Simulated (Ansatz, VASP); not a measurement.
# C in VASP and in Ansatz

File INCAR:

```
PREC     = Accurate       # precision mode
ENCUT    = 520            # plane-wave cutoff, eV
EDIFF    = 1E-6           # SCF threshold, eV
ISMEAR   = 1              # smearing method
SIGMA    = 0.1            # smearing width, eV
LREAL    = False          # projectors in reciprocal space
LASPH    = True           # aspherical terms in the spheres
NELM     = 60             # most SCF steps
ALGO     = Normal         # electronic algorithm
ISIF     = 2              # what is computed and relaxed
LWAVE    = False          # write WAVECAR
LCHARG   = False          # write CHGCAR
NBANDS   = 11             # bands
```

Contents of KPOINTS:

```
regular mesh
0
Gamma
  14 14 8
```

POSCAR

```
C
1.0
    2.1082401763     -1.2172658605      0.0000000000
    2.1082401763      1.2172658605      0.0000000000
   -1.3667006262      0.0000000000      3.4714128712
C
2
Direct
    0.8333555300      0.8333555300      0.0000930400
    0.1666444700      0.1666444700      0.9999069600
```

Input for Ansatz:

```yaml
crystal:
  lattice:
    - [2.108240176270639, -1.2172658605491011, 0.0]
    - [2.108240176270639, 1.2172658605491011, 0.0]
    - [-1.366700626216785, 0.0, 3.471412871202878]
  atoms:
    - { symbol: C, position: [0.83335553, 0.83335553, 9.304e-05] }
    - { symbol: C, position: [0.16664447, 0.16664447, 0.99990696] }
basis:
  ecutwfc: 550.0
kpoints:
  mp_grid:
    grid: [14, 14, 8]
hamiltonian:
  xc: lda
  pseudopotentials:
    kind: paw
scf:
  occupations:
    method: cold
    width: 0.1
output:
  stress: true
```

This is a stacking variant of graphite.

Alike in both runs: task single point; functional LDA; k mesh 14 × 14 × 8; no spin polarisation.

|  | VASP | Ansatz |
| --- | --- | --- |
| version | VASP 6.6.1 | Ansatz 0.2.0 |
| potentials or method | VASP PAW LDA potentials, release 64 (C) | plane waves, PAW |
| plane-wave cutoff (eV) | 520 | 550 |
| occupations | methfessel-paxton of order 1, width 0.1 eV | cold, width 0.1 eV |
| valence electrons in the cell | 8 | 8 |

```csv
,VASP,Ansatz,Ansatz less VASP
pressure (GPa),4.2,3.4,-0.77
largest component of the traceless stress (GPa),5.23,4.33,-0.904
```
